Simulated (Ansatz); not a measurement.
# AlP: short molecular dynamics of a 16-atom cell, part 2 of 2

How do the atoms of AlP (zincblende) move when started on their sites? Runs: r2SCAN, 20 steps of 2 fs under a Langevin thermostat and barostat at 100 K; r2SCAN, 30 steps of 1.5 fs at constant energy, with velocities drawn for 600 K. The cell is a 2×2×2 supercell of the structure relaxed with r2SCAN.

Ansatz 0.2.0, plane waves. The steps go on from the part before.

## 8. Frames from the trajectory

Positions (Å) and forces (eV/Å):

```xyz
16
Lattice="0.000 5.479 5.479 5.479 0.000 5.479 5.479 5.479 0.000" Properties=species:S:1:pos:R:3:forces:R:3 pbc="T T T" time_fs=7.5 T=481 dE=0.2324
Al    0.040   -0.023   -0.007   -0.562    0.366    0.446
P     1.375    1.358    1.359    0.080    0.303    0.109
Al    2.772    2.718   -0.042   -0.512    0.551    0.630
P     4.136    4.106    1.372   -0.218   -0.133   -0.034
Al    2.696    0.010    2.782    0.181   -0.361   -0.367
P     4.126    1.334    4.102   -0.204    0.161    0.172
Al    5.484    2.706    2.739   -0.166    0.146   -0.113
P     6.781    4.102    4.120    0.561   -0.065    0.016
Al    0.013    2.742    2.753   -0.205    0.283   -0.645
P     1.339    4.178    4.085    0.509   -1.083    0.136
Al    2.763    5.479    2.792    0.092   -0.193   -0.766
P     4.098    6.862    4.096    0.440    0.090   -0.077
Al    2.732    2.719    5.445    0.062    0.309    0.298
P     4.076    4.124    6.849    0.183    0.013   -0.114
Al    5.472    5.525    5.430   -0.018   -0.323    1.065
P     6.890    6.841    6.905   -0.222   -0.064   -0.757
16
Lattice="0.000 5.479 5.479 5.479 0.000 5.479 5.479 5.479 0.000" Properties=species:S:1:pos:R:3:forces:R:3 pbc="T T T" time_fs=15.0 T=255 dE=0.6716
Al    0.068   -0.038   -0.006   -0.960    0.636    0.786
P     1.383    1.352    1.351    0.129    0.511    0.213
Al    2.794    2.708   -0.072   -0.894    0.929    1.065
P     4.159    4.101    1.375   -0.365   -0.236   -0.061
Al    2.657    0.013    2.817    0.321   -0.581   -0.613
P     4.140    1.301    4.098   -0.396    0.292    0.282
Al    5.486    2.676    2.737   -0.256    0.236   -0.166
P     6.722    4.093    4.132    0.948   -0.088    0.033
Al    0.022    2.750    2.754   -0.326    0.450   -1.043
P     1.318    4.229    4.063    0.828   -1.851    0.138
Al    2.788    5.475    2.830    0.148   -0.340   -1.279
P     4.094    6.877    4.082    0.772    0.169   -0.129
Al    2.727    2.704    5.418    0.137    0.482    0.532
P     4.046    4.138    6.849    0.286   -0.001   -0.180
Al    5.465    5.564    5.403    0.008   -0.570    1.723
P     6.928    6.833    6.950   -0.382   -0.038   -1.301
16
Lattice="0.000 5.479 5.479 5.479 0.000 5.479 5.479 5.479 0.000" Properties=species:S:1:pos:R:3:forces:R:3 pbc="T T T" time_fs=22.5 T=163 dE=0.8490
Al    0.078   -0.041    0.011   -0.932    0.620    0.683
P     1.392    1.355    1.346    0.126    0.580    0.294
Al    2.799    2.716   -0.081   -0.947    0.922    1.065
P     4.176    4.092    1.376   -0.443   -0.281   -0.057
Al    2.623    0.004    2.840    0.423   -0.607   -0.688
P     4.147    1.274    4.099   -0.546    0.382    0.301
Al    5.483    2.651    2.732   -0.221    0.232   -0.117
P     6.681    4.083    4.144    1.069   -0.041    0.064
Al    0.024    2.767    2.735   -0.363    0.469   -1.112
P     1.310    4.248    4.043    0.857   -1.996    0.268
Al    2.816    5.464    2.843    0.139   -0.355   -1.356
P     4.104    6.895    4.066    0.803    0.223   -0.028
Al    2.724    2.698    5.401    0.173    0.517    0.586
P     4.022    4.153    6.845    0.330   -0.018   -0.199
Al    5.458    5.593    5.409    0.035   -0.683    1.810
P     6.959    6.824    6.972   -0.504    0.034   -1.513
16
Lattice="0.000 5.479 5.479 5.479 0.000 5.479 5.479 5.479 0.000" Properties=species:S:1:pos:R:3:forces:R:3 pbc="T T T" time_fs=30.0 T=264 dE=0.6536
Al    0.070   -0.032    0.041   -0.522    0.371    0.160
P     1.403    1.368    1.347    0.058    0.483    0.324
Al    2.785    2.742   -0.069   -0.665    0.545    0.635
P     4.185    4.078    1.376   -0.433   -0.263   -0.033
Al    2.599   -0.016    2.850    0.474   -0.444   -0.598
P     4.145    1.253    4.105   -0.611    0.429    0.239
Al    5.476    2.630    2.725   -0.072    0.145    0.036
P     6.657    4.073    4.157    0.937    0.058    0.088
Al    0.020    2.793    2.694   -0.322    0.341   -0.843
P     1.318    4.234    4.029    0.682   -1.552    0.534
Al    2.847    5.447    2.830    0.037   -0.181   -0.985
P     4.127    6.917    4.050    0.527    0.186    0.220
Al    2.725    2.703    5.396    0.143    0.430    0.435
P     4.003    4.168    6.838    0.318   -0.026   -0.176
Al    5.451    5.608    5.451    0.028   -0.627    1.328
P     6.982    6.816    6.968   -0.578    0.102   -1.364
16
Lattice="0.000 5.479 5.479 5.479 0.000 5.479 5.479 5.479 0.000" Properties=species:S:1:pos:R:3:forces:R:3 pbc="T T T" time_fs=37.5 T=394 dE=0.4003
Al    0.051   -0.016    0.074   -0.014    0.089   -0.420
P     1.416    1.388    1.353   -0.071    0.227    0.284
Al    2.758    2.779   -0.045   -0.212    0.006    0.031
P     4.187    4.060    1.376   -0.294   -0.193   -0.026
Al    2.583   -0.046    2.848    0.448   -0.139   -0.381
P     4.132    1.239    4.116   -0.555    0.425    0.126
Al    5.467    2.612    2.718    0.119    0.033    0.242
P     6.650    4.063    4.172    0.622    0.171    0.062
Al    0.009    2.826    2.637   -0.189    0.091   -0.272
P     1.337    4.192    4.023    0.452   -0.795    0.659
Al    2.879    5.426    2.797   -0.166    0.144   -0.320
P     4.159    6.942    4.037    0.114    0.019    0.454
Al    2.728    2.717    5.399    0.067    0.236    0.150
P     3.989    4.182    6.827    0.235   -0.034   -0.115
Al    5.445    5.610    5.518   -0.004   -0.421    0.410
P     6.995    6.810    6.940   -0.553    0.142   -0.881
16
Lattice="0.000 5.479 5.479 5.479 0.000 5.479 5.479 5.479 0.000" Properties=species:S:1:pos:R:3:forces:R:3 pbc="T T T" time_fs=45.0 T=389 dE=0.4087
Al    0.033    0.003    0.098    0.379   -0.142   -0.781
P     1.427    1.413    1.364   -0.227   -0.116    0.177
Al    2.727    2.816   -0.020    0.250   -0.503   -0.473
P     4.184    4.038    1.375   -0.032   -0.080   -0.054
Al    2.577   -0.077    2.838    0.336    0.225   -0.101
P     4.110    1.233    4.128   -0.374    0.364   -0.006
Al    5.461    2.594    2.716    0.270   -0.037    0.412
P     6.653    4.057    4.187    0.228    0.268   -0.043
Al   -0.006    2.861    2.574    0.034   -0.231    0.482
P     1.364    4.137    4.029    0.171    0.036    0.477
Al    2.907    5.409    2.758   -0.408    0.495    0.391
P     4.194    6.967    4.032   -0.276   -0.199    0.535
Al    2.733    2.735    5.405    0.000   -0.038   -0.129
P     3.980    4.195    6.815    0.071   -0.062   -0.028
Al    5.440    5.605    5.594   -0.028   -0.146   -0.680
P     6.998    6.806    6.898   -0.393    0.168   -0.180
```

## 9. Summary of results

This closing draws on all 2 parts. Changes of volume or cell count from the first structure of part 1.

| quantity | value |
| --- | --- |
| run 1: length | 20 steps of 2 fs |
| run 1: temperature, first and last step | 94 and 84 K |
| run 1: temperature, second half | mean 72 K, from 55 to 87 K |
| run 1: potential energy, second half | +6 meV/atom from this run's first step |
| run 1: largest change of the conserved energy | 0.02 meV/atom |
| run 1: volume, first and last step | 20.55 and 20.67 Å³/atom |
| run 1: mean square displacement, second half | Al 0.004, P 0.004 Å² |
| run 2: length | 30 steps of 1.5 fs |
| run 2: temperature, first and last step | 600 and 389 K |
| run 2: temperature, second half | mean 312 K, from 163 to 413 K |
| run 2: potential energy, second half | +35 meV/atom from this run's first step |
| run 2: largest change of the total energy | 0.15 meV/atom |
| run 2: mean square displacement, second half | P 0.019, Al 0.016 Å² |

What this shows: Run 1: Against a set 100 K the second half averages 72 K, going from 57 to 84 K over that half; 6 meV/atom has gone into potential energy, and a thermostat that acts over some 100 fs has not made it up in 40 fs. The conserved energy strays from its start by at most 0.02 meV/atom, 0.3 % of the mean kinetic energy, which is good for a step of 2 fs. No atom gets farther than 0.13 Å from its start, with the drift of the whole removed, against a typical distance of 2.4 Å between sites at the start. The volume changes by +0.5 % from first to last step. Run 2: The temperature starts at 600 K and averages 312 K in the second half, where it ranges from 163 to 413 K; a mean near half the start is what vibrations about a minimum give, since they share energy equally between motion and strain. The total energy strays from its start by at most 0.15 meV/atom, 0.4 % of the mean kinetic energy, so a step of 1.5 fs is short enough over this time. No atom gets farther than 0.22 Å from its start, with the drift of the whole removed, against a typical distance of 2.4 Å between sites at the start. Averages from a run of 45 fs with 16 atoms are rough.
